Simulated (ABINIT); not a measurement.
# FeO (Wuestite) (R-3m) in ABINIT: reference runs

Aim: a first look at FeO (Wuestite) with PBE, on the cell as given.

Everything below comes from runs of ABINIT 10.8.3 (patched build). Logs are shortened: lines on timing, memory, paths and dates and some standing lists are left out, and cuts for length are marked. The log counts tension as positive stress, the text compression.

## Step 1: Starting point

Symmetry: R-3m, No. 166, trigonal system. The conventional cell has a = 3.038 Å, b = 3.038 Å, c = 7.559 Å, α = 90.00°, β = 90.00°, γ = 120.00°. Fe (site symmetry -3m) is surrounded by 6 O at 2.16 Å. O (site symmetry -3m) has 6 Fe at 2.16 Å as nearest neighbours.

## Step 2: Single point, PBE, collinear spin, ferromagnetic start

File run.abi:

```
# Pseudopotentials
pp_dirpath "./"
pseudos "Fe.GGA_PBE-JTH.xml, O.GGA_PBE-JTH.xml"

# Structure
acell 3*1.0
rprim
     2.8701555377     1.6570850723     4.7613110177
    -2.8701555377     1.6570850723     4.7613110177
     0.0000000000    -3.3141701446     4.7613110177
ntypat 2
znucl 26 8
natom 2
typat 1 2
xred
     0.0000000000     0.0000000000     0.0000000000
     0.5000000000     0.5000000000     0.5000000000

# Plane-wave basis
ecut 26.0
pawecutdg 48.0

# k points
kptopt 1
ngkpt 11 11 11
nshiftk 1
shiftk 0.0 0.0 0.0

# Exchange and correlation
ixc 11

# Bands and occupations
nband 16
occopt 3
tsmear 0.05 eV

# Spin
nsppol 2
spinat
     0.0000000000     0.0000000000     3.0000000000
     0.0000000000     0.0000000000     0.0000000000

# SCF cycle
nstep 100
tolvrs 1.0e-9

# Output
iomode 3
prtwf 0
prteig 0
prtebands 0
enunit 2
prtden 1
prtvha 1
prtvclmb 1
prtpot 1
```

Potentials or basis: JTH PAW PBE v2.0.

Launch:

```bash
$ abinit run.abi > log 2>&1
```

run.abo:

```text
.Version 10.8.3 of ABINIT
 Symmetries : space group R-3 m (#166); Bravais hR (rhombohedral)
================================================================================
 Values of the parameters that define the memory need of the present run
     intxc =       0    ionmov =       0      iscf =      17    lmnmax =      18
     lnmax =       6     mgfft =      30  mpssoang =       3    mqgrid =    3001
     natom =       2  nloc_mem =       2    nspden =       2   nspinor =       1
    nsppol =       2      nsym =      12    n1xccc =       1    ntypat =       2
    occopt =       3   xclevel =       2
       mpw =         887          nfft =       27000          nkpt =         146
 PAW method is used; the additional fine FFT grid is defined by:
   mgfftf=        40    nfftf =     64000
================================================================================
================================================================================

--------------------------------------------------------------------------------
------------- Echo of variables that govern the present computation ------------
--------------------------------------------------------------------------------
 -outvars: echo values of preprocessed input variables --------
            acell      1.0000000000E+00  1.0000000000E+00  1.0000000000E+00 Bohr
              amu      5.58470000E+01  1.59994000E+01
             ecut      2.60000000E+01 Hartree
           enunit           2
                       outvar_i_n : Printing only first  50 k-points.
              ixc          11
                       outvar_i_n : Printing only first  50 k-points.
         kptrlatt       11    0    0      0   11    0      0    0   11
          kptrlen      6.31434218E+01
            natom           2
            nband          16
            ngfft          30      30      30
          ngfftdg          40      40      40
             nkpt         146
           nspden           2
           nsppol           2
            nstep         100
             nsym          12
           ntypat           2
                       prtocc : prtvol=0, do not print more k-points.
                       1.000000  1.000000  1.000000  1.000000  1.000000  1.000000
                       1.000000  1.000000  1.000000  1.000000  1.000000  0.000000
                       0.000000  0.000000  0.000000  0.000000
                       1.000000  1.000000  1.000000  1.000000  1.000000  1.000000
                       1.000000  1.000000  1.000000  1.000000  1.000000  0.000000
                       0.000000  0.000000  0.000000  0.000000
                       1.000000  1.000000  1.000000  1.000000  1.000000  1.000000
                       1.000000  1.000000  1.000000  1.000000  1.000000  0.000000
                       0.000000  0.000000  0.000000  0.000000
                       1.000000  1.000000  1.000000  1.000000  1.000000  1.000000
                       1.000000  1.000000  1.000000  1.000000  1.000000  0.000000
                       0.000000  0.000000  0.000000  0.000000
                       1.000000  1.000000  1.000000  1.000000  1.000000  1.000000
                       1.000000  1.000000  1.000000  1.000000  1.000000  0.000000
                       0.000000  0.000000  0.000000  0.000000
                       1.000000  1.000000  1.000000  1.000000  1.000000  1.000000
                       1.000000  1.000000  1.000000  1.000000  1.000000  0.000000
[... 118 lines left out ...]
                       1.000000  1.000000  1.000000  1.000000  1.000000  1.000000
[... 234 lines left out ...]
   1.00000    1.00000    1.00000    1.00000    1.00000    1.00000    1.00000    1.00000
   1.00000    1.00000    1.00000    0.01286    0.01286    0.00000    0.00000    0.00000
 prteigrs : prtvol=0 or 1, do not print more k-points.

 Fermi (or HOMO) energy (eV) =   8.32634   Average Vxc (eV)= -11.91150
 Eigenvalues (   eV  ) for nkpt= 146  k points, SPIN UP:
 kpt#   1, nband= 16, wtk=  0.00075, kpt=  0.0000  0.0000  0.0000 (reduced coord)
 -81.59933  -47.63509  -47.62057  -47.62057  -12.43137    4.39775    4.41167    4.47487
   4.47487    4.49754    4.49754    4.64882    4.64882    8.29228   23.58728   24.94367
 prteigrs : prtvol=0 or 1, do not print more k-points.

 Eigenvalues (   eV  ) for nkpt= 146  k points, SPIN DOWN:
 kpt#   1, nband= 16, wtk=  0.00075, kpt=  0.0000  0.0000  0.0000 (reduced coord)
 -77.43136  -43.55422  -43.55422  -43.55358  -11.91051    4.93970    5.04244    5.04244
   7.53706    7.62473    7.62473    8.54338    8.54338    9.09361   23.53813   25.88104
 prteigrs : prtvol=0 or 1, do not print more k-points.

--- !EnergyTerms
iteration_state     : {dtset: 1, }
comment             : Components of total free energy in Hartree
kinetic             :  1.96349587944567E+01
hartree             :  3.03759795376813E+01
xc                  : -6.28520324750614E+00
Ewald energy        : -9.48452022217218E+01
psp_core            :  5.77591823734317E+00
local_psp           : -8.51677740225889E+01
PAW spherical_terms : -1.00636222867434E+01
internal            : -1.40574945209079E+02
'-kT*entropy'       : -4.27123346212263E-04
total_energy        : -1.40575372332425E+02
total_energy_eV     : -3.82525075321022E+03
...

--- !EnergyTermsDC
iteration_state     : {dtset: 1, }
comment             : '"Double-counting" decomposition of free energy'
band_energy         : -1.48948065659021E+01
Ewald energy        : -9.48452022217218E+01
psp_core            :  5.77591823734317E+00
xc_dc               : -2.84875984155742E+01
PAW spherical_terms : -8.12325969549668E+00
internal            : -1.40574948661352E+02
'-kT*entropy'       : -4.27123346212263E-04
total_energy_dc     : -1.40575375784698E+02
total_energy_dc_eV  : -3.82525084715134E+03
...

--- !EnergyTermsWithPAWCore
iteration_state     : {dtset: 1, }
comment             : 'Components of total free energy, including PAW core contributions'
Total energy        : -1.34803053411446E+03
Total energy DC     : -1.34803053756673E+03
Total energy (eV)   : -3.66817795351645E+04
Total energy DC (eV): -3.66817796291057E+04
...

 Cartesian components of stress tensor (hartree/bohr^3)
  sigma(1 1)=  5.08845771E-05  sigma(3 2)=  0.00000000E+00
  sigma(2 2)=  5.08845775E-05  sigma(3 1)=  0.00000000E+00
  sigma(3 3)=  8.31471223E-05  sigma(2 1)=  0.00000000E+00

-Cartesian components of stress tensor (GPa)         [Pressure= -1.8135E+00 GPa]
- sigma(1 1)=  1.49707594E+00  sigma(3 2)=  0.00000000E+00
- sigma(2 2)=  1.49707596E+00  sigma(3 1)=  0.00000000E+00
- sigma(3 3)=  2.44627279E+00  sigma(2 1)=  0.00000000E+00

== END DATASET(S) ==============================================================
================================================================================

 -outvars: echo values of variables after computation  --------
            acell      1.0000000000E+00  1.0000000000E+00  1.0000000000E+00 Bohr
           etotal     -1.4057537578E+02
            fcart     -0.0000000000E+00 -0.0000000000E+00 -0.0000000000E+00
                      -0.0000000000E+00 -0.0000000000E+00 -0.0000000000E+00
            rprim      2.8701555377E+00  1.6570850723E+00  4.7613110177E+00
                      -2.8701555377E+00  1.6570850723E+00  4.7613110177E+00
                       0.0000000000E+00 -3.3141701446E+00  4.7613110177E+00
           strten      5.0884577087E-05  5.0884577456E-05  8.3147122281E-05
                       0.0000000000E+00  0.0000000000E+00  0.0000000000E+00
           xangst      0.0000000000E+00  0.0000000000E+00  0.0000000000E+00
                       0.0000000000E+00  0.0000000000E+00  3.7793659243E+00
             xred      0.0000000000E+00  0.0000000000E+00  0.0000000000E+00
                       5.0000000000E-01  5.0000000000E-01  5.0000000000E-01
 Calculation completed.
```

Run time: 3.6 min. Hardware: 1 thread of Arm Neoverse V2, shared host; peak memory 0.23 GiB.

Results:

```
Free energy                                           : -3825.2508 eV
Pressure                                              : -1.8 GPa
Band gap on the k mesh                                : none (metal or under the smearing width)
Net moment                                            : 4.00 μB per cell
Site moments                                          : Fe +3.59; O +0.28 μB
Valence electrons inside the program's atomic spheres : Fe 14.13; O 4.50
```

Stress tensor (GPa, compression positive):
```
-1.50  0.00  0.00
 0.00 -1.50  0.00
 0.00  0.00 -2.45
```

Caveat: a cell with one magnetic atom can't hold antiferromagnetic order, which such compounds often take; semilocal functionals often make such compounds metallic where correlation or magnetic order opens a gap, which also shifts bond lengths.
